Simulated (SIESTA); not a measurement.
Runs of SIESTA 5.4.2 on Si. Symmetry: Pm-3m, No. 221, cubic system. The conventional cell has a = 2.532 Å, b = 2.532 Å, c = 2.532 Å, α = 90.00°, β = 90.00°, γ = 90.00°. Around Si (site symmetry m-3m) lie 6 Si at 2.53 Å. The cell was built by a generator and needn't be a form met in nature.

| potentials or basis | gap on the mesh (eV) | pressure (GPa) | relaxed volume (Å³/atom) |
| --- | --- | --- | --- |
| PseudoDojo 0.4 standard (PBE files), DZ (energy shift 0.003 Ry) | none | -0.1 | (b) |
| PseudoDojo 0.4 standard (PBE files), TZDP (energy shift 0.003 Ry) | none | -0.1 | 16.49 |
| PseudoDojo 0.4 standard (PBE files), DZDP (energy shift 0.003 Ry) | none | -0.1 | (a) |
| PseudoDojo 0.4 standard (PBE files), TZP (energy shift 0.003 Ry) | none | -0.1 | 16.37 |
| PseudoDojo 0.4 standard (PBE files), SZP (energy shift 0.003 Ry) | none | 0.0 | 17.14 |
| PseudoDojo 0.4 standard (PBE files), SZ (energy shift 0.003 Ry) | none | -0.1 | 19.21 |
| PseudoDojo 0.4 standard (PBE files), DZP (energy shift 0.003 Ry) | none | -0.1 | 16.41 |

Alike in all rows: task relaxation of cell and atoms; level PBE; no spin polarisation; cell relaxed; k mesh 10 × 10 × 10; smearing fermi-dirac 0.05 eV; grid cutoff 500 Ry; energy shift 0.003 Ry.

Question: Fill in the values left out.

Answer: (a) 16.47; (b) 17.98.

Caveats: the basis of atomic orbitals isn't converged, which shifts pressures, moduli and gaps; the basis has no polarisation orbitals (some runs); the volume moved by over 15 % at a fixed basis, so the end points are rough (some runs).

A gap of «none» marks a metal or a gap under the smearing width.
